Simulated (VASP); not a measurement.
# SnSe (I4/mmm) in VASP: a series of runs, part 2 of 2

VASP 6.6.1. The steps go on from the part before.

## Step 5: Single point, LDA

This run uses another cell than the first one, of the same volume but with other edges.

INCAR reads:

```
PREC = Accurate
ENCUT = 520
EDIFF = 1E-6
ISMEAR = 0
SIGMA = 0.05
LREAL = False
LASPH = True
NELM = 100
ALGO = Normal
ISIF = 2
LWAVE = False
LCHARG = False
GGA = CA
NBANDS = 17
```

KPOINTS reads:

```
Automatic mesh
0
Gamma
  10 10 10
```

POSCAR reads:

```
SnSe
1.0
    0.0000000000      3.0948330053      2.8472463649
    3.0948330053      0.0000000000      2.8472463649
    3.0948330053      3.0948330053      0.0000000000
Sn Se
1 1
Direct
    0.0000000000      0.0000000000      0.0000000000
    0.5000000000      0.5000000000      0.5000000000
```

Potentials or basis: VASP PAW LDA potentials, release 64 (Sn_d, Se).

Launch:

```bash
$ cat potpaw_LDA.64/Sn_d/POTCAR potpaw_LDA.64/Se/POTCAR > POTCAR
$ mpirun -np 1 vasp_std > vasp.out
```

OUTCAR:

```text
PREC = Accurate
   ENCUT = 520
   EDIFF = 1E-6
   ISMEAR = 0
   LREAL = False
   LASPH = True
   NELM = 100
   ISIF = 2
   GGA = CA

 ion  position               nearest neighbor table
   1  0.000  0.000  0.000-   2 2.85   2 2.85   2 3.09   2 3.09   2 3.09   2 3.09
   2  0.500  0.500  0.500-   1 2.85   1 2.85   1 3.09   1 3.09   1 3.09   1 3.09

  LATTYP: Found a body centered tetragonal cell.
 ALAT       =     4.3767548094
 C/A-ratio  =     1.3010764774

  Lattice vectors:

 A1 = (   0.0000000000,  -3.0948330053,  -2.8472463649)
 A2 = (   0.0000000000,   3.0948330053,  -2.8472463649)
 A3 = (   3.0948330053,   0.0000000000,   2.8472463649)

Analysis of symmetry for initial positions (statically):
=====================================================================
 Subroutine PRICEL returns:
 Original cell was already a primitive cell.

 Routine SETGRP: Setting up the symmetry group for a
 body centered tetragonal supercell.

 Subroutine GETGRP returns: Found 16 space group operations
 (whereof 16 operations were pure point group operations)
 out of a pool of 16 trial point group operations.

The static configuration has the point symmetry D_4h.

Analysis of symmetry for dynamics (positions and initial velocities):
=====================================================================
 Subroutine PRICEL returns:
 Original cell was already a primitive cell.

 Routine SETGRP: Setting up the symmetry group for a
 body centered tetragonal supercell.

 Subroutine GETGRP returns: Found 16 space group operations
 (whereof 16 operations were pure point group operations)
 out of a pool of 16 trial point group operations.

The dynamic configuration has the point symmetry D_4h.

 Subroutine INISYM returns: Found 16 space group operations
 (whereof 16 operations are pure point group operations),
 and found     1 'primitive' translations

----------------------------------------------------------------------------------------

                                     Primitive cell

  volume of cell :      54.5418

  direct lattice vectors                    reciprocal lattice vectors
     0.000000000  3.094833005  2.847246365    -0.161559606  0.161559606  0.175608267
     3.094833005  0.000000000  2.847246365     0.161559606 -0.161559606  0.175608267
     3.094833005  3.094833005  0.000000000     0.161559606  0.161559606 -0.175608267

  length of vectors
     4.205330331  4.205330331  4.376754809     0.288168832  0.288168832  0.288168832

  position of ions in fractional coordinates (direct lattice)
     0.000000000  0.000000000  0.000000000
     0.500000000  0.500000000  0.500000000

  ion indices of the primitive-cell ions
   primitive index   ion index
                 1           1
                 2           2

----------------------------------------------------------------------------------------

 KPOINTS: Automatic mesh

Automatic generation of k-mesh.
 Grid dimensions read from file:
 generate k-points for:   10   10   10

 Generating k-lattice:

  Cartesian coordinates                     Fractional coordinates (reciprocal lattice)
    -0.016155961  0.016155961  0.017560827     0.100000000  0.000000000  0.000000000
     0.016155961 -0.016155961  0.017560827     0.000000000  0.100000000  0.000000000
     0.016155961  0.016155961 -0.017560827     0.000000000  0.000000000  0.100000000

  Length of vectors
     0.028816883  0.028816883  0.028816883

  Shift w.r.t. Gamma in fractional coordinates (k-lattice)
     0.000000000  0.000000000  0.000000000

 Subroutine IBZKPT returns following result:
 ===========================================

 Found    102 irreducible k-points:

 Following reciprocal coordinates:
            Coordinates               Weight
  0.000000  0.000000  0.000000      1.000000
  0.100000 -0.000000  0.000000      8.000000
  0.200000 -0.000000  0.000000      8.000000
  0.300000  0.000000  0.000000      8.000000
  0.400000 -0.000000  0.000000      8.000000
  0.500000 -0.000000  0.000000      4.000000
[... 16 lines left out ...]
  0.300000  0.300000  0.000000      2.000000
  0.400000  0.300000  0.000000      8.000000
 [... further k-points ...]
   k-points           NKPTS =    102   k-points in BZ     NKDIM =    102   number of bands    NBANDS=     17
   number of dos      NEDOS =    301   number of ions     NIONS =      2
   total plane-waves  NPLWV =  36864
   dimension x,y,z NGX =    32 NGY =   32 NGZ =   36
   dimension x,y,z NGXF=    64 NGYF=   64 NGZF=   72
   ions per type =               1   1
   NGX,Y,Z   is equivalent  to a cutoff of  12.65, 12.65, 13.67 a.u.
   NGXF,Y,Z  is equivalent  to a cutoff of  25.30, 25.30, 27.35 a.u.
 SYSTEM =  unknown system
   PREC   = accura    normal or accurate (medium, high low for compatibility)
   ISTART =      0    job   : 0-new  1-cont  2-samecut
   ICHARG =      2    charge: 1-file 2-atom 10-const
   ISPIN  =      1    spin polarized calculation?
   LNONCOLLINEAR =      F non collinear calculations
   LSORBIT =      F    spin-orbit coupling
   LASPH  =      T    aspherical Exc in radial PAW
   ENCUT  =  520.0 eV  38.22 Ry    6.18 a.u.   7.82  7.82  8.14*2*pi/ulx,y,z
   NELM   =    100;   NELMIN=  2; NELMDL= -5     # of ELM steps
   EDIFF  = 0.1E-05   stopping-criterion for ELM
   LREAL  =      F    real-space projection
   EDIFFG = 0.1E-04   stopping-criterion for IOM
   NSW    =      0    number of steps for IOM
   IBRION =     -1    ionic relax: 0-MD 1-quasi-New 2-CG
   NFREE  =      0    steps in history (QN), initial steepest desc. (CG)
   ISIF   =      2    stress and relaxation
   ISYM   =      2    0-nonsym 1-usesym 2-fastsym
   POTIM  = 0.5000    time-step for ionic-motion
   TEBEG  =    0.0;   TEEND  =   0.0 temperature during run
   PSTRESS=    0.0 pullay stress
   NELECT =      20.0000    total number of electrons
   NUPDOWN=      -1.0000    fix difference up-down
   EMIN   =  10.00;   EMAX   =-10.00  energy-range for DOS
   EFERMI =   0.00;   METHOD = LEGACY
   ISMEAR =     0;   SIGMA  =   0.05  broadening in eV -4-tet -1-fermi 0-gaus
   EFERMI_NEDOS =   21; number of points for ismear=-14 and -15
   IALGO  =     38    algorithm
   IMIX   =      4    mixing-type and parameters
     AMIX     =   0.40;   BMIX     =  1.00
     AMIX_MAG =   1.60;   BMIX_MAG =  1.00
  volume/ion in A,a.u.               =      27.27       184.03
  Fermi-wavevector in a.u.,A,eV,Ry     =   1.171768  2.214321 18.681350  1.373040
  Thomas-Fermi vector in A             =   2.308207
   LORBIT       =      0    0 simple, 1 ext, 2 COOP (PROOUT), +10 PAW based schemes
   GGA     = CA    functional components
   LHFCALC =     F    Hartree Fock is set to
   AEXX    =    0.0000 exact exchange contribution
   IVDW    =     0    specifies the selected vdW correction
   LEPSILON=     F    determine dielectric tensor
   LRPA    =     F    only Hartree local field effects (RPA)
 non-spin polarized calculation
 Gauss-broadening in eV      SIGMA  =   0.05
  energy-cutoff  :      520.00
  volume of cell :       54.54
 maximum number of plane-waves:      1488
   NGX = 15   NGY = 15   NGZ = 17

 number of electron      20.0000002 magnetization

 Free energy of the ion-electron system (eV)
  ---------------------------------------------------
  ext. energy  EPLUGINS =         0.00000000
  ---------------------------------------------------
  free energy    TOTEN  =        -9.37156780 eV

  energy without entropy =       -9.37156759  energy(sigma->0) =       -9.37156770

 E-fermi :   5.6564     XC(G=0):  -9.8722

 val. band max:        5.5135367022   @ k =  -0.2000   0.0000   0.2000
 cond. band min:       5.8039787780   @ k =  -0.4000   0.0000   0.1000
 fundamental gap:      0.2904420757
 Fermi energy:         5.6563835610

 k-point     1 :       0.0000    0.0000    0.0000
  band No.  band energies     occupation
      1     -16.0862      2.00000
      2     -16.0820      2.00000
      3     -16.0600      2.00000
      4     -16.0600      2.00000
      5     -16.0595      2.00000
      6      -8.4746      2.00000
[... 9 lines left out ...]
     16      11.7229      0.00000
     17      13.0316      0.00000
[... 441 lines left out ...]
 k-point    24 :       0.4000    0.3000    0.0000
  band No.  band energies     occupation
      1     -16.0879      2.00000
      2     -16.0832      2.00000
      3     -16.0784      2.00000
      4     -16.0440      2.00000
      5     -16.0435      2.00000
      6      -7.4049      2.00000
[... 9 lines left out ...]
     16      15.6564      0.00000
     17      17.2781      0.00000

 [... further k-points ...]

------------------------ aborting loop because EDIFF is reached ----------------------------------------

  FORCE on cell =-STRESS in cart. coord.  units (eV):
  Direction    XX          YY          ZZ          XY          YZ          ZX
  --------------------------------------------------------------------------------------
  -------------------------------------------------------------------------------------
  Total       -1.9558559     -1.9558559      1.6974208      0.0000000      0.0000000      0.0000000
  in kB      -57.4536949    -57.4536949     49.8621059      0.0000000      0.0000000      0.0000000
  external PRESSURE =     -21.6817613 kB  Pullay stress =       0.0000000 kB

 VOLUME and BASIS-vectors are now :
 -----------------------------------------------------------------------------
  energy-cutoff  :      520.00
  volume of cell :       54.54
      direct lattice vectors                 reciprocal lattice vectors
     0.000000000  3.094833005  2.847246365    -0.161559606  0.161559606  0.175608267
     3.094833005  0.000000000  2.847246365     0.161559606 -0.161559606  0.175608267
     3.094833005  3.094833005  0.000000000     0.161559606  0.161559606 -0.175608267

 POSITION                                       TOTAL-FORCE (eV/Angst)
 -----------------------------------------------------------------------------------
      0.00000      0.00000      0.00000        -0.000000      0.000000      0.000000
      3.09483      3.09483      2.84725         0.000000     -0.000000      0.000000
 -----------------------------------------------------------------------------------
    total drift:                                0.000000     -0.000000     -0.000000

  FREE ENERGIE OF THE ION-ELECTRON SYSTEM (eV)
  ---------------------------------------------------
  free  energy   TOTEN  =        -9.3715678001 eV

  energy  without entropy=       -9.3715675918  energy(sigma->0) =       -9.37156770
```

OSZICAR:

```text
N       E                     dE             d eps       ncg     rms          rms(c)
DAV:   1     0.132213115013E+03    0.13221E+03   -0.97313E+03  3511   0.143E+03
DAV:   2     0.323174979366E+01   -0.12898E+03   -0.12510E+03  3774   0.347E+02
DAV:   3    -0.924729098798E+01   -0.12479E+02   -0.12382E+02  4337   0.950E+01
DAV:   4    -0.956643595901E+01   -0.31914E+00   -0.31888E+00  4195   0.160E+01
DAV:   5    -0.957587920953E+01   -0.94433E-02   -0.94428E-02  5041   0.268E+00    0.328E+00
DAV:   6    -0.938063946160E+01    0.19524E+00   -0.48123E-01  5093   0.407E+00    0.196E+00
DAV:   7    -0.937333121611E+01    0.73082E-02   -0.70058E-02  4065   0.124E+00    0.943E-01
DAV:   8    -0.937175014801E+01    0.15811E-02   -0.72716E-03  4194   0.721E-01    0.828E-02
DAV:   9    -0.937156043603E+01    0.18971E-03   -0.13567E-03  4963   0.265E-01    0.407E-02
DAV:  10    -0.937156697878E+01   -0.65427E-05   -0.10649E-04  4031   0.611E-02    0.988E-03
DAV:  11    -0.937156780012E+01   -0.82134E-06   -0.58151E-06  4599   0.175E-02
   1 F= -.93715678E+01 E0= -.93715677E+01  d E =-.208365E-06
```

stdout:

```text
POSCAR found type information on POSCAR SnSe
 POSCAR found :  2 types and       2 ions
 scaLAPACK will be used
 LDA part: xc-table for (Slater(with rela. corr.)+CA(PZ))
 , standard interpolation
 POSCAR, INCAR and KPOINTS ok, starting setup
 FFT: planning ... GRIDC
 FFT: planning ... GRID_SOFT
 FFT: planning ... GRID
 WAVECAR not read
 entering main loop
```

Run time: 28 s. Hardware: 1 thread of Intel Xeon 6975P-C (Granite Rapids), shared host; peak memory 0.22 GiB.

What came out:

* Free energy: -9.3716 eV
* Pressure: -2.2 GPa
* Band gap on the k mesh: 0.29 eV, indirect (least direct gap 0.30 eV)

Caveat: spin-orbit coupling is left out, which moves the levels of the heavy elements.
